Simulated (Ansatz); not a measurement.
This script drives Ansatz's Python interface.

The script, `run_transition.py`:
```python
import warnings

import ansatz as az
import numpy as np
from tabulate import tabulate


def fcc(a_site, a):
    return (
        az.Lattice.fcc(a)
        .space_group(225)
        .atom(a_site, (0, 0, 0))
        .primitive()
    )


def diamond(a_site, a):
    return (
        az.Lattice.fcc(a)
        .space_group(227, origin_choice=1)
        .atom(a_site, (0, 0, 0))
        .primitive()
    )


def run_phase(name, crystal, pressure=0.0):
    calc = (
        crystal.calculation()
        .functional('PBE')
        .basis(520)
        .kpoints(spacing=0.27)
        .occupations('fermi_dirac', width=0.05)
    )
    calc = calc.relax(force_tolerance=0.03, cell=True, pressure=pressure)
    return calc.run()


def volume_per_atom(outcome):
    return abs(np.linalg.det(outcome.lattice.cell_ang)) / len(outcome.lattice.sites)

warnings.simplefilter('ignore', az.DeckWarning)

phases = {}
phases['fcc'] = fcc('Ag', 4.09)
phases['diamond'] = diamond('Ag', 5.62)

pressures = [0, 15, 30, 45]
enthalpy, volume = {name: [] for name in phases}, {name: [] for name in phases}
for p in pressures:
    for name, crystal in phases.items():
        o = run_phase(name, crystal, pressure=p)
        volume[name].append(volume_per_atom(o))
        enthalpy[name].append(o.report['energy_sigma0_ev'] / len(o.lattice.sites) + p * volume[name][-1] / 160.21766)
gap = np.array(enthalpy['diamond']) - np.array(enthalpy['fcc'])
rows = [(p, va, vb, 1000 * d) for p, va, vb, d in zip(pressures, volume['fcc'], volume['diamond'], gap)]
print(tabulate(rows, headers=['P (GPa)', 'V fcc (A^3/atom)', 'V diamond (A^3/atom)', 'H(diamond) - H(fcc) (meV/atom)'], floatfmt='.4f', tablefmt='psql'))
crossings = [p0 - g0 * (p1 - p0) / (g1 - g0) for p0, p1, g0, g1 in zip(pressures, pressures[1:], gap, gap[1:]) if g0 * g1 < 0]
print('crossing near', [round(float(p), 1) for p in crossings], 'GPa') if crossings else print('no crossing in this range')
```

It is started by `python run_transition.py`. Estimate its wall time and peak memory on 1 thread of Arm Neoverse V2, on a shared host.

It took about 54 s, with a peak of 0.45 GiB, for 8 runs of the engine.

Running `python run_transition.py` prints:
```text
+-----------+--------------------+------------------------+----------------------------------+
|   P (GPa) |   V fcc (A^3/atom) |   V diamond (A^3/atom) |   H(diamond) - H(fcc) (meV/atom) |
|-----------+--------------------+------------------------+----------------------------------|
|         0 |            17.8799 |                30.0453 |                         774.6082 |
|        15 |            15.8946 |                23.4183 |                        1630.6707 |
|        30 |            14.7662 |                20.9416 |                        2263.9002 |
|        45 |            13.9775 |                19.3999 |                        2803.1474 |
+-----------+--------------------+------------------------+----------------------------------+
no crossing in this range
```

At a fixed pressure a relaxation lowers the enthalpy F + PV, while F alone can rise. For the metals among these phases the mesh is modest: differences between phases can be off by up to 40 meV an atom. Only these two structures are compared, at zero temperature and with their symmetry kept; either may be hypothetical, and another phase may be lower than both. Differences under about 40 meV an atom lie within the error of mesh and functional. The cells are prototypes set up for this calculation and needn't exist.
